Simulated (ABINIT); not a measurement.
Runs of ABINIT 10.8.3 (patched build) on PbS (Galena). Symmetry: Fm-3m, No. 225, cubic system. Conventional cell: a = 5.931 Å, b = 5.931 Å, c = 5.931 Å, α = 90.00°, β = 90.00°, γ = 90.00°. Pb (site symmetry m-3m) is surrounded by 6 S at 2.97 Å. Around S (site symmetry m-3m) lie 6 Pb at 2.97 Å. 

```csv
task,level,potentials or basis,k mesh,cutoff (eV),fine-grid cutoff,gap on the mesh (eV),pressure (GPa)
band structure,PW91,JTH PAW PBE v2.0,8 × 8 × 8,544,1088.46 eV,0.37,-
band structure,AM05,JTH PAW PBE v2.0 sp,8 × 8 × 8,544,1088.46 eV,0.35,-0.1
band structure,LDA-Teter,JTH PAW LDA v2.0,8 × 8 × 8,544,1088.46 eV,0.23,-
band structure,HLE16,JTH PAW PBE v2.0,8 × 8 × 8,544,1088.46 eV,1.61,-
single point,r2SCAN,JTH PAW PBE v2.0,5 × 5 × 5,653,1251.72 eV,-,1.3
band structure,LDA,PseudoDojo NC SR LDA v0.4 stringent,8 × 8 × 8,980,-,0.23,-3.1
single point,r2SCAN,JTH PAW PBE v2.0,6 × 6 × 6,653,1251.72 eV,0.62,(b)
band structure,LDA-PZ,JTH PAW LDA v2.0,8 × 8 × 8,544,1088.46 eV,0.23,-
band structure,SOGGA,JTH PAW PBE v2.0,8 × 8 × 8,544,1088.46 eV,0.20,-
band structure,PBEsol,JTH PAW PBE v2.0 sp,8 × 8 × 8,544,1088.46 eV,0.27,(a)
```

Alike in all rows: no spin polarisation; cell as given; smearing fermi-dirac 0.05 eV.

Task: Estimate the missing entries.

Result: (a) -0.7; (b) 1.4.

Caveats: spin-orbit coupling is left out, which as a rule narrows the gap of such compounds by several tenths of an eV (some runs); the PAW data sets were made with another functional, which shifts forces and pressure a little (some runs); this set keeps more shells in the core, which shifts pressures and gaps (some runs); the potentials were made for a functional far from this one (some runs); the potentials were made for another functional, which shifts forces and pressure (some runs).

A k mesh can miss the band edges, and the runs leave out spin-orbit coupling on Pb.

The runs don't all hold the same shells in valence.
